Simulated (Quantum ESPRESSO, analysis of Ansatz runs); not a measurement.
**HfO2 (P2_1/c), nudged elastic band: V_O hop (2.5 Å) (q = 0) (Quantum ESPRESSO)**

Wanted: path and barrier of a jump of O in HfO2 (P2_1/c) at charge 0. The case: V_O hop (2.5 Å), in a cell of 48 host atoms with 1 O taken out.

Calculated with Quantum ESPRESSO 7.5; Quantum ESPRESSO plane-wave DFT, PBEsol, GBRV 1.5 PBEsol potentials; nudged elastic band between two relaxed defect structures.

### Step 1. The starting structure

The cell holds 47 atoms: 16 Hf and 31 O. Its edges and angles: a = 9.411 Å, b = 8.427 Å, c = 9.411 Å, α = 110.9°, β = 113.5°, γ = 108.4°. It derives from HfO2 (space group P2_1/c). Nearest the centre at fractional (0.641, 0.628, 0.701): O31 at 1.27 Å, Hf8 at 1.69 Å, Hf10 at 1.71 Å, O22 at 2.56 Å, O20 at 2.65 Å, Hf3 at 2.66 Å, O38 at 2.69 Å, O24 at 2.82 Å.

The cell's shortest repeat is 8.4 Å.

### Step 2. Relaxation of the start point, charge 0

A barrier is counted from a minimum, so both ends are relaxed first. Small random displacements break the symmetry of the ideal sites, so that the defect can distort if it gains by it.

The input, pw.in:

```
&CONTROL
  calculation = 'relax'
  prefix = 'pwscf'
  outdir = './tmp'
  pseudo_dir = './pseudo'
  tprnfor = .true.
  disk_io = 'low'
  nstep = 70
  forc_conv_thr = 0.00078
  etot_conv_thr = 0.0001
/
&SYSTEM
  ibrav = 0
  nat = 47
  ntyp = 2
  ecutwfc = 36
  ecutrho = 288
  nbnd = 193
  occupations = 'fixed'
  nosym = .true.
/
&ELECTRONS
  conv_thr = 5d-08
  electron_maxstep = 100
  mixing_beta = 0.5
/
&IONS
  ion_dynamics = 'bfgs'
/
ATOMIC_SPECIES
Hf   178.4900 hf_pbesol_v1.uspp.F.UPF
O     15.9990 o_pbesol_v1.2.uspp.F.UPF
CELL_PARAMETERS angstrom
  -5.9416700321    5.1632183130    5.1583953549
   4.2040263173   -5.1632183130    5.1655565917
   5.9416700321    5.1632183130   -5.1583953549
ATOMIC_POSITIONS crystal
Hf     0.0828607080    0.4903100580    0.8693646186
Hf     0.0797020463    0.9883372071    0.3643934942
Hf     0.5844084286    0.4915541556    0.3702292641
Hf     0.5855223348    0.9918887049    0.8672820148
Hf     0.3719733555    0.2576241927    0.8375144896
Hf     0.3716377792    0.7577123305    0.3387688739
Hf     0.8718611601    0.2533615912    0.3365899649
Hf     0.8727530567    0.7575715309    0.8368622620
Hf     0.4142084966    0.0041939049    0.1319216281
Hf     0.4176581376    0.5052157110    0.6294133864
Hf     0.9150641298    0.0032176890    0.6290412452
Hf     0.9177882483    0.5041033085    0.1326336501
Hf     0.1258745821    0.2406378484    0.1619763491
Hf     0.1280374868    0.7419357171    0.6600494677
Hf     0.6273286957    0.2431507359    0.6584294079
Hf     0.6266551927    0.7402540100    0.1587795776
O      0.3651648292    0.2144150039    0.5958071660
O      0.3629941200    0.7129162645    0.0916029615
O      0.8640895314    0.2130004269    0.0958426351
O      0.8628575054    0.7139120096    0.5972595595
O      0.3779111027    0.0378785283    0.8961628835
O      0.3780980661    0.5327712986    0.3935088152
O      0.8795188289    0.0349580675    0.4001772337
O      0.8780389948    0.5318234307    0.8968180593
O      0.1409367700    0.2880637676    0.4053501776
O      0.1360402799    0.7868210995    0.9071814286
O      0.6404139880    0.2845271703    0.9082823530
O      0.6398293823    0.7831765215    0.4062524968
O      0.1173269754    0.4635524781    0.0991485150
O      0.1239705195    0.9647498959    0.6042347895
O      0.6214887553    0.4624654885    0.6047972758
O      0.6216108210    0.9683364034    0.1053435346
O      0.3375320013    0.2008740218    0.2057614455
O      0.3377849412    0.7012726581    0.7041840513
O      0.8410515546    0.2043357585    0.7102037796
O      0.8418132258    0.7051116721    0.2062355180
O      0.5040594928    0.0471692807    0.3830046975
O      0.4993543500    0.5457787563    0.8827297395
O      1.0000183823    0.0455963734    0.8814233476
O      1.0047259865    0.5432532106    0.3843200755
O      0.1572755536    0.2944572407    0.7900624894
O      0.1597002032    0.7926785321    0.2886661503
O      0.6597530565    0.2904402310    0.2909110234
O     -0.0022842575    0.4588639245    0.6160949227
O     -0.0025639547    0.9576501076    0.1142311262
O      0.4971831083    0.4575784699    0.1186511213
O      0.4981002188    0.9575238902    0.6141052088
K_POINTS gamma
```

Run with:

```
OMP_NUM_THREADS=1 mpirun -n 4 pw.x -in pw.in > pw.out
```

Output:

```text
[shortened: banners, details of potentials and solvers, and blank lines are left out]
     gamma-point specific algorithms are used
     one sub-group per band group will be used
     scalapack distributed-memory algorithm (size of sub-group:  2*  2 procs)
     bravais-lattice index     =            0
     lattice parameter (alat)  =      17.7847  a.u.
     unit-cell volume          =    3650.0307 (a.u.)^3
     number of atoms/cell      =           47
     number of atomic types    =            2
     number of electrons       =       378.00
     number of Kohn-Sham states=          193
     kinetic-energy cutoff     =      36.0000  Ry
     charge density cutoff     =     288.0000  Ry
     scf convergence threshold =      5.0E-08
     mixing beta               =       0.5000
     number of iterations used =            8  plain     mixing
     energy convergence thresh.=      1.0E-04
     force convergence thresh. =      7.8E-04
     Exchange-correlation= SLA  PW   PSX  PSC
                           (   1   4  10   8   0   0   0)
     nstep                     =           70
     crystal axes: (cart. coord. in units of alat)
               a(1) = (  -0.631338   0.548623   0.548110 )
               a(2) = (   0.446703  -0.548623   0.548871 )
               a(3) = (   0.631338   0.548623  -0.548110 )
     PseudoPot. # 1 for Hf read from file:
     hf_pbesol_v1.uspp.F.UPF
     Pseudo is Ultrasoft + core correction, Zval = 12.0
[...]
PseudoPot. # 2 for O  read from file:
     o_pbesol_v1.2.uspp.F.UPF
     Pseudo is Ultrasoft + core correction, Zval =  6.0
[...]
atomic species   valence    mass     pseudopotential
     Hf               12.00   178.49000     Hf( 1.00)
     O                 6.00    15.99900     O ( 1.00)
     No symmetry found
     site n.     atom                  positions (alat units)
         1        Hf     tau(   1) = (   0.7155729   0.2534173  -0.1619739  )
         2        Hf     tau(   2) = (   0.6212298  -0.2985835   0.3864277  )
         3        Hf     tau(   3) = (   0.0843593   0.2540582   0.3871939  )
         4        Hf     tau(   4) = (   0.6209653   0.2528689   0.3899839  )
         5        Hf     tau(   5) = (   0.4089954   0.5222142  -0.1137654  )
         6        Hf     tau(   6) = (   0.3177210  -0.0259530   0.4339024  )
         7        Hf     tau(   7) = (  -0.2247597   0.5239840   0.4324507  )
         8        Hf     tau(   8) = (   0.3157503   0.5223131   0.4354815  )
[...]
number of k points=     1
                       cart. coord. in units 2pi/alat
        k(    1) = (   0.0000000   0.0000000   0.0000000), wk =   2.0000000
     Dense  grid:   150556 G-vectors     FFT dimensions: ( 100,  90, 100)
     Smooth grid:    53237 G-vectors     FFT dimensions: (  72,  64,  72)
     Check: negative core charge=   -0.000005
     starting charge     345.9999, renormalised to     378.0000
     Self-consistent Calculation
     iteration #  1     ecut=    36.00 Ry     beta= 0.50
     total energy              =   -3540.99284269 Ry
     estimated scf accuracy    <      16.12447101 Ry
     iteration #  2     ecut=    36.00 Ry     beta= 0.50
     total energy              =   -3542.93487678 Ry
     estimated scf accuracy    <       2.22425531 Ry
     iteration #  3     ecut=    36.00 Ry     beta= 0.50
     total energy              =   -3543.25492126 Ry
     estimated scf accuracy    <       0.11168536 Ry
[...]
estimated scf accuracy    <       0.00000065 Ry
[... 156 further cycles ...]
     iteration #  5     ecut=    36.00 Ry     beta= 0.50
     total energy              =   -3543.32678688 Ry
     estimated scf accuracy    <       0.00000003 Ry
     iteration #  6     ecut=    36.00 Ry     beta= 0.50
     total energy              =   -3543.32678689 Ry
     estimated scf accuracy    <          4.3E-09 Ry
     iteration #  7     ecut=    36.00 Ry     beta= 0.50
     End of self-consistent calculation
          k = 0.0000 0.0000 0.0000 (  6643 PWs)   bands (ev):
   -49.3865 -49.3689 -49.3641 -49.3529 -49.3458 -49.3441 -49.3422 -49.3367
   -49.3335 -49.3307 -49.3293 -49.3258 -49.3229 -49.3028 -49.2326 -49.0569
   -18.5065 -18.4826 -18.4533 -18.4141 -18.4100 -18.4062 -18.3756 -18.3522
   -18.3499 -18.3422 -18.3338 -18.3287 -18.3169 -18.3062 -18.2810 -18.2519
   -18.2339 -18.2276 -18.2188 -18.2129 -18.2014 -18.1550 -18.1381 -18.1311
   -18.1107 -18.1058 -18.0952 -18.0862 -18.0625 -18.0561 -18.0364 -18.0204
   -18.0180 -18.0133 -18.0096 -17.9967 -17.9921 -17.9870 -17.9787 -17.9556
   -17.9542 -17.9352 -17.9266 -17.9071 -17.8985 -17.8871 -17.8026 -17.6782
[...]
15.4952
     highest occupied, lowest unoccupied level (ev):    13.6074   15.1544
!    total energy              =   -3543.32678689 Ry
     estimated scf accuracy    <          2.6E-10 Ry
     The total energy is the sum of the following terms:
     one-electron contribution =    -558.09477041 Ry
     hartree contribution      =     496.34361628 Ry
     xc contribution           =   -1431.50151420 Ry
     ewald contribution        =   -2050.07411855 Ry
     convergence has been achieved in   7 iterations
     Forces acting on atoms (cartesian axes, Ry/au):
     atom    1 type  1   force =    -0.00008433    0.00031464   -0.00011389
     atom    2 type  1   force =     0.00006567   -0.00020818   -0.00045175
     atom    3 type  1   force =    -0.00019829   -0.00013968   -0.00006782
     atom    4 type  1   force =    -0.00016387    0.00030739    0.00016407
     atom    5 type  1   force =    -0.00018495    0.00039844    0.00006133
     atom    6 type  1   force =     0.00023542    0.00012732    0.00018809
     atom    7 type  1   force =     0.00000973   -0.00031309    0.00007244
     atom    8 type  1   force =     0.00010909   -0.00024277    0.00034678
[...]
Total force =     0.003844     Total SCF correction =     0.000069
     Energy error            =      3.4E-05 Ry
     Gradient error          =      1.0E-03 Ry/Bohr
     number of scf cycles    =  21
     number of bfgs steps    =  20
     energy             old  =   -3543.3267532199 Ry
     energy             new  =   -3543.3267868873 Ry
     CASE: energy            _new < energy            _old
     new trust radius        =       0.0074929297 bohr
     new conv_thr            =       0.0000000005 Ry
ATOMIC_POSITIONS (crystal)
Hf               0.0825463936        0.4930905431        0.8670150860
Hf               0.0830582221        0.9911260711        0.3670501860
Hf               0.5817460845        0.4936580724        0.3670941354
Hf               0.5847081713        0.9906454759        0.8675683515
Hf               0.3749624064        0.2557385587        0.8398102940
Hf               0.3748096151        0.7562023631        0.3389696411
Hf               0.8749428764        0.2575040712        0.3403871754
Hf               0.8678175156        0.7552055337        0.8378613819
[...]
Check: negative core charge=   -0.000004
     Self-consistent Calculation
     iteration #  1     ecut=    36.00 Ry     beta= 0.50
     total energy              =   -3543.32680450 Ry
     estimated scf accuracy    <       0.00002704 Ry
     iteration #  2     ecut=    36.00 Ry     beta= 0.50
     total energy              =   -3543.32680806 Ry
     estimated scf accuracy    <       0.00000561 Ry
     iteration #  3     ecut=    36.00 Ry     beta= 0.50
     total energy              =   -3543.32680921 Ry
     estimated scf accuracy    <       0.00000097 Ry
[...]
estimated scf accuracy    <       0.00000008 Ry
     iteration #  5     ecut=    36.00 Ry     beta= 0.50
     total energy              =   -3543.32680938 Ry
     estimated scf accuracy    <       0.00000002 Ry
     iteration #  6     ecut=    36.00 Ry     beta= 0.50
     total energy              =   -3543.32680938 Ry
     estimated scf accuracy    <          2.5E-09 Ry
     iteration #  7     ecut=    36.00 Ry     beta= 0.50
     End of self-consistent calculation
          k = 0.0000 0.0000 0.0000 (  6643 PWs)   bands (ev):
   -49.3855 -49.3685 -49.3633 -49.3536 -49.3467 -49.3432 -49.3420 -49.3358
   -49.3328 -49.3297 -49.3288 -49.3254 -49.3229 -49.3037 -49.2334 -49.0582
   -18.5063 -18.4823 -18.4531 -18.4139 -18.4099 -18.4061 -18.3755 -18.3519
   -18.3496 -18.3420 -18.3336 -18.3284 -18.3168 -18.3061 -18.2809 -18.2517
   -18.2337 -18.2274 -18.2186 -18.2127 -18.2011 -18.1550 -18.1375 -18.1311
   -18.1101 -18.1057 -18.0949 -18.0861 -18.0622 -18.0561 -18.0362 -18.0201
   -18.0178 -18.0129 -18.0093 -17.9968 -17.9918 -17.9869 -17.9789 -17.9555
   -17.9540 -17.9351 -17.9268 -17.9074 -17.8988 -17.8878 -17.8035 -17.6791
[...]
15.4961
     highest occupied, lowest unoccupied level (ev):    13.6063   15.1533
!    total energy              =   -3543.32680938 Ry
     estimated scf accuracy    <          2.0E-10 Ry
     The total energy is the sum of the following terms:
     one-electron contribution =    -558.15262488 Ry
     hartree contribution      =     496.37339496 Ry
     xc contribution           =   -1431.50262449 Ry
     ewald contribution        =   -2050.04495497 Ry
     convergence has been achieved in   7 iterations
     Forces acting on atoms (cartesian axes, Ry/au):
     atom    1 type  1   force =     0.00012752    0.00004902   -0.00004665
     atom    2 type  1   force =     0.00031290    0.00011135   -0.00033159
     atom    3 type  1   force =    -0.00030411    0.00018397   -0.00005444
     atom    4 type  1   force =    -0.00026844    0.00010976   -0.00001537
     atom    5 type  1   force =    -0.00036992    0.00017157    0.00008983
     atom    6 type  1   force =    -0.00006400   -0.00000931   -0.00003006
     atom    7 type  1   force =     0.00000855    0.00000403   -0.00005376
     atom    8 type  1   force =     0.00001940   -0.00016020    0.00043813
[...]
Total force =     0.003116     Total SCF correction =     0.000044
     Energy error            =      2.2E-05 Ry
     Gradient error          =      7.0E-04 Ry/Bohr
     bfgs converged in  22 scf cycles and  21 bfgs steps
     (criteria: energy <  1.0E-04 Ry, force <  7.8E-04 Ry/Bohr)
     End of BFGS Geometry Optimization
     Final energy             =   -3543.3268093782 Ry
Begin final coordinates
ATOMIC_POSITIONS (crystal)
Hf               0.0825463936        0.4930905431        0.8670150860
Hf               0.0830582221        0.9911260711        0.3670501860
Hf               0.5817460845        0.4936580724        0.3670941354
Hf               0.5847081713        0.9906454759        0.8675683515
Hf               0.3749624064        0.2557385587        0.8398102940
Hf               0.3748096151        0.7562023631        0.3389696411
Hf               0.8749428764        0.2575040712        0.3403871754
Hf               0.8678175156        0.7552055337        0.8378613819
[...]
End final coordinates
   JOB DONE.
```

Elapsed: 13 min, on 4 MPI ranks of Intel Xeon Platinum 8259CL at 2.50GHz (Skylake/Cascade Lake), shared host; peak memory 1.4 GiB.

Step by step:

```csv
step,energy less that of the first step (eV)
0,0.0000
1,-0.2501
2,-0.3689
3,-0.3927
4,-0.4100
5,-0.4244
6,-0.4331
7,-0.4420
8,-0.4522
9,-0.4600
10,-0.4688
11,-0.4776
12,-0.4835
13,-0.4889
14,-0.4929
15,-0.4963
16,-0.4986
17,-0.5001
18,-0.5010
19,-0.5017
20,-0.5022
21,-0.5025
```

The atoms that moved most (Å):

```csv
atom,dx,dy,dz,length
O39,0.090,-0.115,-0.151,0.210
O35,-0.078,-0.137,0.100,0.187
O47,-0.081,0.142,0.052,0.172
O44,-0.088,0.122,0.067,0.165
O41,0.055,0.136,-0.075,0.165
O46,-0.094,0.092,0.079,0.154
O37,0.066,-0.086,-0.108,0.153
O33,-0.052,-0.106,0.086,0.146
```

Neighbours of O31 at the end:

```csv
atom,distance (Å)
Hf10,2.122
Hf8,2.151
Hf15,2.161
Hf3,2.242
O24,2.542
O20,2.616
O17,2.630
O22,2.720
```

This step gave:

- highest filled level: 13.61 eV
- lowest empty level: 15.15 eV
- r.m.s. move of the farther half of the atoms: 0.07528 Å
- largest move from the ideal geometry of this structure, a common shift of the far atoms taken out: 0.2390 Å

The relaxation gained 0.502 eV and ended with a largest force component of 0.018 eV/Å.

[end of part 1 of 3]

[Logs are printed without paths, hosts, clocks, repeated set-up lines and the standing remarks that a program may print on its own settings, such as how far it seeks lower states.]

[Hosts, paths, dates, database ids (printed as entryN), source tags and the programs' standing remarks are cut or masked in the printed files.]
